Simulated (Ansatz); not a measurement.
The system is SnSe.

```xyz
2
Lattice="0.0000 3.0100 3.0100 3.0100 0.0000 3.0100 3.0100 3.0100 0.0000" Properties=species:S:1:pos:R:3 pbc="T T T"
Sn    0.0000    0.0000    0.0000
Se    3.0100    3.0100    3.0100
```

Measurements of this composition are mostly on another form, of space group No. 62.

```yaml
Program: Ansatz 0.2.0
Task: relaxation of cell and atoms
Functional: PBEsol0
Potentials_or_basis: Ansatz PAW
Cutoff: "420 eV (not typed: the program's choice for these potentials)"
k_mesh: 4 × 4 × 4
Occupations: fermi-dirac, width 0.05 eV
Spin: no spin polarisation
```

At the start: volume 27.27 Å³/atom.

Task: Where does the relaxation end?

Result: It ends after 5 steps and the volume is 25.41 Å³/atom (-6.8 %); space group Fm-3m (No. 225, to 0.05 Å).

The path:
```tsv
step	energy change (eV)	largest force (eV/Å)	volume (Å³)
1	0.0000	0.0000	54.54
2	-0.0352	0.0000	49.06
3	-0.0469	0.0000	51.03
4	-0.0472	0.0000	50.83
5	-0.0464	0.0000	50.83
```

Final structure:
```cif
data_structure
_symmetry_space_group_name_H-M 'P 1'
_symmetry_Int_Tables_number 1
_cell_length_a 4.1578
_cell_length_b 4.1578
_cell_length_c 4.1578
_cell_angle_alpha 60.000
_cell_angle_beta 60.000
_cell_angle_gamma 60.000
_cell_volume 50.83
loop_
_atom_site_label
_atom_site_type_symbol
_atom_site_fract_x
_atom_site_fract_y
_atom_site_fract_z
_atom_site_occupancy
Sn1 Sn 0.00000 0.00000 0.00000 1
Se1 Se 0.50000 0.50000 0.50000 1
```

Caveat: the k mesh is coarse (spacing up to 0.45 Å⁻¹), so the values aren't converged, least of all with exact exchange; the plane-wave basis is chosen anew once the cell has moved, so the energies of steps on either side of that aren't comparable; the PAW data sets come from PBE, with cores solved anew for the run's functional, which leaves a small shift of forces and pressure.
